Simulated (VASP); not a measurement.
# BaTiO3 (P4mm) in VASP: elastic constants with PBE

Aim: the elastic constants of BaTiO3 with PBE.

Everything below comes from runs of VASP 6.6.1. Logs are shortened: lines on timing, memory, paths and dates and some standing lists are left out, and cuts for length are marked.

### 1 The structure

Symmetry: P4mm, No. 99, tetragonal system. Conventional cell: a = 3.995 Å, b = 3.995 Å, c = 4.223 Å, α = 90.00°, β = 90.00°, γ = 90.00°. Around Ba (site symmetry 4mm) lie 12 O at 2.82 to 3.00 Å. Ti (site symmetry 4mm) is surrounded by 5 O at 1.82 to 2.01 Å. Around O (site symmetry 4mm) lie 1 Ti at 1.82 Å. Around O (site symmetry 2mm) lie 2 Ti at 2.01 Å.

### 2 Elastic constants, PBE

Input file POSCAR:

```
BaTiO3
1.0
    3.9951670387      0.0000000000      0.0000000000
    0.0000000000      3.9951670387      0.0000000000
    0.0000000000      0.0000000000      4.2227019523
  Ba              Ti              O
     1     1     3
Direct
     0.0000000000000000    0.0000000000000000    0.9905853848746395
     0.5000000000000000    0.5000000000000000    0.4717193813874936
     0.5000000000000000    0.5000000000000000    0.0416894812031219
     0.5000000000000000    0.0000000000000000    0.5195028762673757
     0.0000000000000000    0.5000000000000000    0.5195028762673757
```

Input file INCAR.step1:

```
SYSTEM = BaTiO3
  ALGO = Normal
  EDIFF = 1E-8
  EDIFFG = -0.002
  ENCUT = 600
  GGA = PE
  IBRION = 2
  ISIF = 3
  ISMEAR = 0
  KPAR = 2
  LASPH = .TRUE.
  LCHARG = .FALSE.
  LREAL = .FALSE.
  LWAVE = .FALSE.
  NELM = 80
  NSW = 40
  PREC = Accurate
  SIGMA = 0.03
```

Input file INCAR.step2:

```
SYSTEM = BaTiO3
  ALGO = Normal
  EDIFF = 1E-8
  ENCUT = 600
  GGA = PE
  IBRION = 6
  ISIF = 3
  ISMEAR = 0
  KPAR = 2
  LASPH = .TRUE.
  LCHARG = .FALSE.
  LEPSILON = .TRUE.
  LREAL = .FALSE.
  LWAVE = .FALSE.
  NELM = 80
  NFREE = 2
  NSW = 1
  POTIM = 0.015
  PREC = Accurate
  SIGMA = 0.03
```

Input file KPOINTS:

```
k-points
0
Monkhorst
  10 10 10
  0 0 0
```

Potentials or basis: VASP PAW PBE potentials, release 64 (Ba_sv, Ti_sv, O).

Command:

```console
cat potpaw_PBE.64/Ba_sv/POTCAR potpaw_PBE.64/Ti_sv/POTCAR potpaw_PBE.64/O/POTCAR > POTCAR
cp INCAR.step1 INCAR
mpirun -np 2 vasp_std > vasp.out
cp CONTCAR POSCAR
cp INCAR.step2 INCAR
mpirun -np 2 vasp_std > vasp.out
```

OUTCAR:

```text
SYSTEM = BaTiO3
   EDIFF = 1E-8
   ENCUT = 600
   GGA = PE
   IBRION = 6
   ISIF = 3
   ISMEAR = 0
   LASPH = .TRUE.
   LEPSILON = .TRUE.
   LREAL = .FALSE.
   NELM = 80
   NFREE = 2
   NSW = 1
   POTIM = 0.015
   PREC = Accurate

 ion  position               nearest neighbor table
   1  0.000  0.000  0.991-   4 2.82   5 2.82   5 2.82   4 2.82   3 2.83   3 2.83   3 2.83   3 2.83
                             4 3.00   5 3.00   5 3.00   4 3.00   2 3.48   2 3.48   2 3.48   2 3.48
   2  0.500  0.500  0.472-   3 1.82   4 2.01   5 2.01   4 2.01   5 2.01   3 2.40   1 3.48   1 3.48
                             1 3.48   1 3.48   1 3.57   1 3.57   1 3.57   1 3.57
   3  0.500  0.500  0.042-   2 1.82   2 2.40   1 2.83   1 2.83   1 2.83   1 2.83
   4  0.500  0.000  0.520-   2 2.01   2 2.01   1 2.82   1 2.82   1 3.00   1 3.00
   5  0.000  0.500  0.520-   2 2.01   2 2.01   1 2.82   1 2.82   1 3.00   1 3.00

  LATTYP: Found a simple tetragonal cell.
 ALAT       =     3.9959737908
 C/A-ratio  =     1.0561270991

  Lattice vectors:

 A1 = (   3.9959737908,   0.0000000000,   0.0000000000)
 A2 = (   0.0000000000,   3.9959737908,   0.0000000000)
 A3 = (   0.0000000000,   0.0000000000,   4.2202562078)

Analysis of symmetry for initial positions (statically):
=====================================================================
 Subroutine PRICEL returns:
 Original cell was already a primitive cell.

 Routine SETGRP: Setting up the symmetry group for a
 simple tetragonal supercell.

 Subroutine GETGRP returns: Found  8 space group operations
 (whereof  8 operations were pure point group operations)
 out of a pool of 16 trial point group operations.

The static configuration has the point symmetry C_4v.

Analysis of symmetry for dynamics (positions and initial velocities):
=====================================================================
 Subroutine PRICEL returns:
 Original cell was already a primitive cell.

 Routine SETGRP: Setting up the symmetry group for a
 simple tetragonal supercell.

[... 1115 lines left out ...]

 INTERNAL STRAIN TENSORS FROM STRAINED CELLS
 ============================================

 INTERNAL STRAIN TENSOR FOR ION    1 for displacements in x,y,z  (eV/Angst):
          X           Y           Z          XY          YZ          ZX
  --------------------------------------------------------------------------------
  x     0.00000     0.00000     0.00000     0.00000     0.00000    -0.62354
  y     0.00000     0.00000    -0.00000     0.00000    -0.62624     0.00000
  z    -0.57370    -0.57483    -2.48384     0.00028    -0.00008    -0.00013

 INTERNAL STRAIN TENSORS FROM DISPLACED ATOMS
 ============================================

 INTERNAL STRAIN TENSOR FOR ION    1 for displacements in x,y,z  (eV/Angst):
          X           Y           Z          XY          YZ          ZX
  --------------------------------------------------------------------------------
  x     0.00000     0.00000     0.00000     0.00000     0.00000    -0.62100
  y     0.00000     0.00000     0.00000     0.00000    -0.62100     0.00000
  z    -0.57179    -0.57179    -2.47955     0.00000     0.00000     0.00000

 INTERNAL STRAIN TENSOR FOR ION    5 for displacements in x,y,z  (eV/Angst):
          X           Y           Z          XY          YZ          ZX
  --------------------------------------------------------------------------------
  x     0.00000     0.00000     0.00000     0.00000     0.00000    -0.43499
  y     0.00000     0.00000     0.00000     0.00000     1.74378     0.00000
  z    -3.89332     1.64556    -0.00985     0.00000     0.00000     0.00000

 Eigenvectors and eigenvalues of the dynamical matrix
 ----------------------------------------------------

   1 f  =   17.107724 THz   107.491002 2PiTHz  570.652261 cm-1    70.751831 meV
             X         Y         Z           dx          dy          dz
      0.000000  0.000000  4.180333    -0.000000   -0.000000   -0.004602
      1.997987  1.997987  1.991210     0.000000    0.000000    0.307281
      1.997987  1.997987  0.175350    -0.000000   -0.000000   -0.910327
      1.997987  0.000000  2.192609    -0.000000    0.000000    0.196038
      0.000000  1.997987  2.192609     0.000000    0.000000    0.196038
[... 105 lines left out ...]
  15 f/i=    4.000211 THz    25.134067 2PiTHz  133.432675 cm-1    16.543536 meV
             X         Y         Z           dx          dy          dz
      0.000000  0.000000  4.180333    -0.003721    0.000689   -0.000000
      1.997987  1.997987  1.991210    -0.664696    0.123034   -0.000000
      1.997987  1.997987  0.175350     0.200499   -0.037112   -0.000000
      1.997987  0.000000  2.192609     0.387032   -0.107141   -0.000000
      0.000000  1.997987  2.192609     0.578831   -0.071639   -0.000000

--------------------------------------------------------------------------------------------------------

 MACROSCOPIC STATIC DIELECTRIC TENSOR IONIC CONTRIBUTION
 ------------------------------------------------------
           1.371823    -0.000000     0.000000
          -0.000000     1.371823    -0.000000
           0.000000    -0.000000    14.025665
 ------------------------------------------------------

 ELASTIC MODULI CONTR FROM IONIC RELAXATION (kBar)
 Direction    XX          YY          ZZ          XY          YZ          ZX
 --------------------------------------------------------------------------------
 XX        -112.1257     52.5317   -182.6323      0.0000      0.0000     -0.0000
 YY          52.5317   -112.1257   -182.6323      0.0000     -0.0000      0.0000
 ZZ        -182.6323   -182.6323  -1741.3200      0.0000     -0.0000     -0.0000
 XY           0.0000      0.0000      0.0000      0.0000      0.0000      0.0000
 YZ           0.0000     -0.0000     -0.0000      0.0000    -30.0642      0.0000
 ZX          -0.0000      0.0000     -0.0000      0.0000      0.0000    -30.0636
 --------------------------------------------------------------------------------

 TOTAL ELASTIC MODULI (kBar)
 Direction    XX          YY          ZZ          XY          YZ          ZX
 --------------------------------------------------------------------------------
 XX        2579.4318   1059.2810    767.0403      0.0000      0.0000     -0.0000
 YY        1059.2810   2579.4318    767.0403     -0.0000     -0.0000      0.0000
 ZZ         767.0403    767.0403    854.3777      0.0000     -0.0000     -0.0000
 XY           0.0000     -0.0000      0.0000   1164.4512      0.0000      0.0000
 YZ           0.0000     -0.0000     -0.0000      0.0000    986.6564      0.0000
 ZX          -0.0000      0.0000     -0.0000      0.0000      0.0000    986.6564
 --------------------------------------------------------------------------------

 PIEZOELECTRIC TENSOR IONIC CONTR  for field in x, y, z        (C/m^2)
          XX          YY          ZZ          XY          YZ          ZX
  --------------------------------------------------------------------------------
  x    -0.00000     0.00000    -0.00000     0.00000     0.00000    -0.08771
  y     0.00000    -0.00000     0.00000     0.00000    -0.08772    -0.00000
  z    -0.25219    -0.25219    -3.55572     0.00000     0.00000    -0.00000
```

OUTCAR.step1:

```text
SYSTEM = BaTiO3
   EDIFF = 1E-8
   EDIFFG = -0.002
   ENCUT = 600
   GGA = PE
   IBRION = 2
   ISIF = 3
   ISMEAR = 0
   LASPH = .TRUE.
[... 1153 lines left out ...]
  -------------------------------------------------------------------------------------
  Total        0.0017836      0.0017836     -0.0000166      0.0000000      0.0000000      0.0000000
  in kB        0.0424064      0.0424064     -0.0003950      0.0000000      0.0000000      0.0000000
  external PRESSURE =       0.0281392 kB  Pullay stress =       0.0000000 kB
[... 20 lines left out ...]
  FREE ENERGIE OF THE ION-ELECTRON SYSTEM (eV)
  ---------------------------------------------------
  free  energy   TOTEN  =       -40.0515429397 eV

  energy  without entropy=      -40.0515429397  energy(sigma->0) =      -40.05154294

 reached required accuracy - stopping structural energy minimisation
```

OSZICAR.step1:

```text
N       E                     dE             d eps       ncg     rms          rms(c)
DAV:   1     0.484318072753E+03    0.48432E+03   -0.23132E+04  3600   0.199E+03
DAV:   2     0.690635739763E+01   -0.47741E+03   -0.46976E+03  4312   0.514E+02
DAV:   3    -0.482466437537E+02   -0.55153E+02   -0.53310E+02  5168   0.158E+02
[... 81 lines left out ...]
DAV:   4    -0.400515428704E+02    0.31038E-07   -0.18173E-07  5624   0.392E-03    0.908E-04
DAV:   5    -0.400515428988E+02   -0.28448E-07   -0.25277E-08  3832   0.145E-03    0.348E-04
DAV:   6    -0.400515429216E+02   -0.22803E-07   -0.45920E-09  1984   0.561E-04    0.145E-04
DAV:   7    -0.400515429375E+02   -0.15829E-07   -0.14372E-09  1808   0.330E-04    0.270E-05
DAV:   8    -0.400515429397E+02   -0.22656E-08   -0.51976E-10  1800   0.188E-04
   8 F= -.40051543E+02 E0= -.40051543E+02  d E =-.398195E-06
```

Wall time 67 min (2 MPI ranks of Intel Xeon Platinum 8488C (Sapphire Rapids), shared host); peak memory 1.1 GiB.

What came out:

- Electronic dielectric tensor (diagonal): 6.18, 6.18, 5.14
- Born charges (mean of the diagonal): Ba +2.76; Ti +6.19; O -2.61, -3.17 e
- Voigt bulk modulus: 124 GPa
- Highest phonon frequency at Γ, LO-TO splitting left out: 571 cm⁻¹
- Most unstable mode: 133i cm⁻¹

Phonon frequencies in cm⁻¹ (negative: imaginary):
```csv
q point,frequencies
"(0.000, 0.000, 0.000)",-133 -133 0 0 0 152 164 164 274 293 293 370 451 451 571
```

Elastic tensor in Voigt notation (GPa, in the Cartesian axes of the cell as first typed):
```
258 106  77   0   0   0
106 258  77   0   0   0
 77  77  85   0   0   0
  0   0   0  99   0   0
  0   0   0   0  99   0
  0   0   0   0   0 116
```

Electronic dielectric tensor:
```
6.18 0.00 0.00
0.00 6.18 0.00
0.00 0.00 5.14
```

Born effective charge tensors (e):
atom 1, Ba
```
2.69 0.00 0.00
0.00 2.69 0.00
0.00 0.00 2.89
```
atom 2, Ti
```
6.87 0.00 0.00
0.00 6.87 0.00
0.00 0.00 4.84
```
atom 3, O
```
-1.90  0.00  0.00
 0.00 -1.90  0.00
 0.00  0.00 -4.03
```
atom 4, O
```
-2.09  0.00  0.00
 0.00 -5.56  0.00
 0.00  0.00 -1.85
```
atom 5, O
```
-5.56  0.00  0.00
 0.00 -2.09  0.00
 0.00  0.00 -1.85
```

Clamped-ion elastic tensor (GPa):
```
269 101  95   0   0   0
101 269  95   0   0   0
 95  95 260   0   0   0
  0   0   0 102   0   0
  0   0   0   0 102   0
  0   0   0   0   0 116
```

Caveat: some modes are imaginary.
